### Boron and boron phosphide: when is the k mesh dense enough?

These all-electron PBE runs compare two unlike crystals. The boron is a hypothetical simple cubic metal, not the element's real structure, while boron phosphide (BP) has a band gap. Each energy is measured from the tightest mesh of the same crystal.

Free energies and pressures of simple cubic boron (B) and zincblende boron phosphide (BP) on different k meshes at fixed cells, computed with Ansatz 0.2.0 (all-electron LAPW, PBE, scalar-relativistic, no spin polarization). Fermi–Dirac smearing is 0.05 eV wide for B and 0.08 eV for BP. Positive pressure means compression.

```tsv
crystal	k mesh	energy less that of the crystal's tightest run (meV/atom)	pressure (GPa)	volume (Å³/atom)
B	5x5x5	49.9	3.47	6.7
B	9x9x9	52	1.38	6.7
B	14x14x14	8.06	0.25	6.7
B	25x25x25	0	-0.28	6.7
BP	4x4x4	85.6	2.19	11.7
BP	6x6x6	8.67	1.22	11.7
BP	9x9x9	0.4	1.09	11.7
BP	17x17x17	0	1.08	11.7
```

**1. Is a 9x9x9 mesh enough for 1 meV/atom?**

For BP it is: the energy lies 0.4 meV/atom above that of the 17x17x17 mesh. For boron the same mesh is off by 52 meV/atom. The number of divisions alone is therefore no measure of quality.

**2. Boron's energy changes by only 2.1 meV/atom from 5x5x5 to 9x9x9. Isn't that convergence?**

No, because the next mesh lowers it by about 44 meV/atom. The pressure already gives a warning, since it falls by about 2 GPa between the two meshes whose energies nearly agree. Two similar energies can carry similar errors, so a test needs a third mesh and preferably a second quantity.

**3. Shouldn't more k points always lower the energy?**

They did so at every step in BP, but boron's small rise shows that this is no rule. A larger basis gives the wave functions more freedom, and that can only lower the energy. A denser mesh does something else: it improves the estimate of an average over all k points, and an estimate may err on either side.

**4. Why does the metal need more points?**

A first comparison uses equal densities of k points. Boron at 9x9x9 and BP at 6x6x6 match within 4%, yet boron's error is six times as large. For boron at 14x14x14 and BP at 9x9x9, matched within 8%, the factor is about 20. Part of these factors is geometric. The shortest repeat of the periodic block that a mesh stands for is longer for BP, 19.3 against 17.0 Å and 28.9 against 26.4 Å, and at BP's rate of decay, matching it would roughly halve both factors. On the coarsest meshes the order is even reversed: boron at 5x5x5 errs less than BP at the denser 4x4x4. The crystals also differ in bonding and smearing, so these pairs support the following explanation without isolating it.

A mesh replaces an integral over k by a sum. Any ripple in the integrand that repeats in step with the mesh is mistaken for part of the average. In an insulator the filled bands stay filled at every k point, the integrand is smooth, and its fine ripples die out exponentially. In a metal, filling stops at the Fermi surface; the kink there contains fine ripples that die out slowly.

Boron's bands show how crudely a coarse mesh describes that surface. At 5x5x5 the highest sampled level of the lowest valence band lies just below the Fermi level and is about half filled. The finest mesh finds states of this band up to 3.2 eV above the Fermi level. On the coarse mesh this pocket of empty states at the zone corner rests on eight equivalent points out of 125, all on its rim. They leave about 3% of the band empty, roughly the share expected for the pocket, but they say nothing of its depth or shape.

**5. Can BP's error be predicted from two coarse meshes?**

Roughly. From 4x4x4 to 6x6x6 the error shrinks to 8.67/85.6 = 0.10 of its value, which is a factor of √0.10 ≈ 0.32 for each added division. Three more divisions should leave 8.67 × 0.32³ ≈ 0.28 meV/atom at 9x9x9.

The calculation gives 0.4, a value not used in the prediction. A power law through the same two coarse meshes gives 0.88, so the exponential does better, although three meshes can't settle the law. Either law, continued from the last two errors, leaves less than 0.01 meV/atom at 17x17x17, which makes that mesh a sound reference.

**6. Is boron's 25x25x25 mesh an equally sound reference?**

It is not. For a sharp, curved Fermi surface, theory gives an error that oscillates within limits shrinking as the inverse cube of the number of divisions. If the error of the 9x9x9 row lies near its limit, the limits are 52 × (9/25)³ ≈ 2.4 meV/atom at 25x25x25. The same scaling allows 14 meV/atom at 14x14x14, where 8.06 is found, and six times the error found at 5x5x5. That is no conflict, since an oscillating error can fall anywhere inside its limits. An error of one or two meV/atom may thus remain in the reference itself.

**7. Would wider smearing help?**

It would round off the kink, but it is expected to help only once the width is no longer tiny against the energy steps between neighbouring points. Along the diagonal these average 7.64 eV at 5x5x5 and about 1.6 eV at 25x25x25, so a few tenths of an eV should do little for the coarsest meshes. There is also a price. On the finest mesh, the present width of 0.05 eV lowers boron's free energy by 1.2 meV/atom relative to the value extrapolated to zero smearing; on the coarser meshes the shift is nearly twice as large. This shift grows roughly as the square of the width, so four times the width would cost about 16 × 1.2 ≈ 20 meV/atom. Extrapolation to zero width removes the leading part of this shift. Smearing and mesh must be chosen together.

**8. Which digits of the pressure can be trusted?**

As far as the mesh is concerned, BP's pressure is settled to about 0.01 GPa. The remaining 1.08 GPa most likely comes from the chosen cell, which would relax by lengthening its edges by roughly 0.2% if the bulk modulus is near 170 GPa, a literature value not computed here. Boron's pressure passes from 0.25 to −0.28 GPa between its last two meshes. It has fallen at every step, so a slightly negative value is the likelier, but after a last change of 0.53 GPa even the sign is not secure.

The output below lists the matched pairs and the scaling estimates.

Printed output of the fit:

```
Size of the periodic block that each mesh stands for:
  row  divisions  edge of equal cube in angstrom  energy in meV per atom
    B          5                           9.426                    49.9
    B          9                           16.97                      52
    B         14                           26.39                    8.06
    B         25                           47.13                       0
   BP          4                           11.44                    85.6
   BP          6                           17.16                    8.67
   BP          9                           25.74                     0.4
   BP         17                           48.62                       0
B energy change from 5x5x5 to 9x9x9 in meV per atom: 2.1
Point density of B 9x9x9 over that of BP 6x6x6: 0.9663
Energy error of B 9x9x9 over that of BP 6x6x6: 5.998
Point density of B 14x14x14 over that of BP 9x9x9: 1.078
Energy error of B 14x14x14 over that of BP 9x9x9: 20.15
B 5x5x5 Fermi level above the highest sampled level of the lowest valence band in meV: 12.57
B 5x5x5 filling of that level as a fraction: 0.5625
B 25x25x25 highest level of that band above the Fermi level in eV: 3.204
B 5x5x5 mean energy step between neighbouring points on the diagonal in eV: 7.64
B 25x25x25 mean energy step between neighbouring points on the diagonal in eV: 1.582
B 25x25x25 that step over the smearing width: 31.64
B 5x5x5 energy extrapolated to zero smearing against 25x25x25 in meV: 50.82
B 9x9x9 energy extrapolated to zero smearing against 25x25x25 in meV: 52.85
B 14x14x14 energy extrapolated to zero smearing against 25x25x25 in meV: 9.174
B 25x25x25 lowering of the free energy by smearing in meV: 1.226
Estimated lowering at four times the smearing width in meV: 19.62
BP 9x9x9 error predicted from the two coarser meshes by an exponential in meV: 0.2795
BP 9x9x9 error predicted from the two coarser meshes by a power law in meV: 0.8781
BP 17x17x17 error left if the last exponential decay goes on in meV: 0.0001095
BP 17x17x17 error left if the last power law goes on in meV: 0.00321
B 5x5x5 inverse-cube envelope scaled from 9x9x9 in meV: 303.3
B 14x14x14 inverse-cube envelope scaled from 9x9x9 in meV: 13.81
B 25x25x25 inverse-cube envelope scaled from 9x9x9 in meV: 2.426
B divisions for 1 meV by the inverse cube from 9x9x9: 33.59
B divisions for 1 meV by the inverse cube from 14x14x14: 28.07
B pressure change from 14x14x14 to 25x25x25 in GPa: -0.53
BP pressure change from 9x9x9 to 17x17x17 in GPa: -0.01
BP rough stretch of the cell edge that would relieve the last pressure in percent: 0.2118
```
